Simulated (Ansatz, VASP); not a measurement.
Ag in VASP and in Ansatz

The input INCAR:

```
SYSTEM = Ag
  PREC = Accurate
  ENCUT = 520
  EDIFF = 1E-7
  ISMEAR = 0
  SIGMA = 0.15
  LREAL = .False.
  LASPH = .True.
  NELM = 100
  ALGO = Normal
  ISIF = 2
  LWAVE = .False.
  LCHARG = .False.
  GGA = PS
  NBANDS = 12
```

KPOINTS

```
Automatic mesh
0
Gamma
  20 20 20
  0 0 0
```

The input POSCAR:

```
Ag
1.0
    0.0000000000      2.0124535000      2.0431000000
    2.0124535000      0.0000000000      2.0431000000
    2.0124535000      2.0124535000      0.0000000000
Ag
1
Direct
    0.0000000000      0.0000000000      0.0000000000
```

Input for Ansatz:

```yaml
crystal:
  lattice:
    - [0.0, 2.0124535, 2.0431]
    - [2.0124535, 0.0, 2.0431]
    - [2.0124535, 2.0124535, 0.0]
  atoms:
    - { symbol: Ag, position: [0.0, 0.0, 0.0] }
basis:
  ecutwfc: 420
kpoints:
  mp_grid: { grid: [20, 20, 20] }
hamiltonian:
  xc: pbesol
scf:
  occupations: { method: gaussian, width: 0.15 }
output:
  forces: true
  stress: true
  eigenvalues: true
```

Change from the starting cell: strain -0.015 along x and y, +0.000 along z, atoms carried along.

Alike in both runs: task single point; functional PBEsol; k mesh 20 × 20 × 20; occupations gaussian, width 0.15 eV; no spin polarisation.

|  | VASP | Ansatz |
| --- | --- | --- |
| version | VASP 6.6.1 | Ansatz 0.2.0 |
| potentials or method | VASP PAW PBE potentials, release 64 (Ag) | scalar-relativistic, plane waves, PAW |
| plane-wave cutoff (eV) | 520 | 420 |
| valence electrons in the cell | 11 | 19 |

|  | VASP | Ansatz | Ansatz less VASP |
| --- | --- | --- | --- |
| gap on the k mesh at the Fermi level (eV) | none | none | - |
| pressure (GPa) | 0.6 | 0.8 | +0.24 |
| largest component of the traceless stress (GPa) | 0.47 | 0.47 | +0.005 |

A gap of «none» marks a metal or a gap that the smearing closes. The functional is the same, so the differences come from potentials, cutoffs and numerics. The two sets of potentials don't hold the same shells in valence.

Caveats: the PAW data sets were made with another functional, which shifts forces and pressure a little (VASP).
